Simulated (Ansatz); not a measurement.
# MoP: the cost of one run

Computed with Ansatz 0.2.0 (DFT PBE, scalar-relativistic, plane waves, PAW, unless a step's input says otherwise).

1 further run of the same task is left out (set aside as unsound or not needed).

### Step 1. The structure to begin with

Symmetry: P-6m2, No. 187, hexagonal system. The conventional cell has a = 3.241 Å, b = 3.241 Å, c = 3.195 Å, α = 90.00°, β = 90.00°, γ = 120.00°. Mo (site symmetry -6m2) has 6 P at 2.46 Å in its first shell of neighbours. P (site symmetry -6m2) has 6 Mo at 2.46 Å in its first shell of neighbours.

As a file:

```cif
data_structure
_symmetry_space_group_name_H-M 'P 1'
_symmetry_Int_Tables_number 1
_cell_length_a 3.2410
_cell_length_b 3.2410
_cell_length_c 3.1952
_cell_angle_alpha 90.000
_cell_angle_beta 90.000
_cell_angle_gamma 120.000
_cell_volume 29.07
loop_
_atom_site_label
_atom_site_type_symbol
_atom_site_fract_x
_atom_site_fract_y
_atom_site_fract_z
_atom_site_occupancy
Mo1 Mo 0.00000 0.00000 0.00000 1
P1 P 0.33333 0.66667 0.50000 1
```

It is the result of an earlier relaxation at this level (volume 14.53 Å³/atom; gap on the mesh: none (metal)).

### Step 2. Bulk reference on the slab's mesh

Input file input.yaml:

```yaml
crystal:
  lattice:
    - [3.2410431082, 0.0, 0.0]
    - [-1.6205215541, 4.2529688137, 0.0]
    - [0.0, -2.4005521451, 2.1087491097]
  atoms:
    - { symbol: Mo, position: [0.0, 0.0, 0.0] }
    - { symbol: P, position: [0.6666666667, 0.3333333333, 0.8333333333] }
basis:
  ecutwfc: 420
kpoints:
  mp_grid: { grid: [11, 8, 16] }
hamiltonian:
  xc: pbe
scf:
  occupations: { method: gaussian, width: 0.1 }
output:
  forces: true
  stress: true
  eigenvalues: true
```

Run with:

```console
$ ansatz run input.yaml --threads 1 --pin off --max-ram 2560MiB --backend cpu --events-out ev --progress --plain --runs-dir out
```

What time and memory should one allow on 1 thread of Intel Xeon at 2.70GHz, shared host?

About 15 s, with a peak of 0.49 GiB.
